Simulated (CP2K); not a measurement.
GaP: single point with PBE

**Experimental background.**

From “Stacking defects in GaP nanowires: Electronic structure and optical properties”, 2018, arxiv:1810.01194, for a bulk crystal of GaP at 10 K: band gap 2.34 eV (indirect).

The system is GaP.

```
Ga P
1.0
     3.85409    0.00000    0.00000
     1.92704    3.33774    0.00000
     1.92704    1.11258    3.14685
Ga P
1 1
Direct
  0.00000 0.00000 0.00000
  0.75000 0.75000 0.75000
```

```json
{
  "Program": "CP2K 2026.2",
  "Task": "single point",
  "Functional": "PBE",
  "Potentials or basis": "POTENTIAL_UZH Ga GTH-PBE-q13, P GTH-PBE-q5; TZVP-MOLOPT-PBE-GTH basis",
  "Density cutoff": "6123 eV",
  "k mesh": "8 × 8 × 8",
  "Occupations": "gaussian, width 0.012 eV",
  "Spin": "no spin polarisation"
}
```

```yaml
Pressure: 2.9 GPa
Band_gap_on_the_k_mesh: 1.66 eV, indirect (least direct gap 1.78 eV)
Mulliken_charges: Ga +0.39; P -0.39 e
Hirshfeld_charges: Ga +0.16; P -0.16 e
```

Levels at points of the mesh, in eV from the valence-band top:
| k point | band 7 | band 8 | band 9 | band 10 | band 11 | band 12 |
| --- | --- | --- | --- | --- | --- | --- |
| (0.00, 0.00, 0.00) | 0.00 | 0.00 | 0.00 | 1.78 | 3.90 | 3.90 |
| (0.00, 0.00, 0.50) | -6.66 | -1.13 | -1.13 | 1.67 | 4.77 | 4.77 |
| (0.00, 0.50, 0.50) | -6.78 | -2.70 | -2.70 | 1.69 | 1.84 | 10.68 |

Run time: 37 s on 1 thread of AMD EPYC 9R45 96-Core Processor (Zen 5), on a shared host, peak memory 0.36 GiB.

A measured gap of GaP is 2.34 eV (indirect; 10 K; quoted in “Stacking defects in GaP nanowires: Electronic structure and optical properties”, 2018, arxiv:1810.01194); the calculated 1.66 eV misses it by -0.68 eV. Spin-orbit coupling on Ga is left out. The value is that of PBE in an atomic basis (POTENTIAL_UZH Ga GTH-PBE-q13, P GTH-PBE-q5; TZVP-MOLOPT-PBE-GTH basis), whose error adds to the functional's, on a finite k mesh, which can miss the band edges, without temperature or zero-point motion. Semilocal functionals fall short of measured gaps as a rule.

Caveat: Mulliken charges move with the basis; the basis of atomic orbitals isn't converged, which shifts pressures, moduli and gaps.
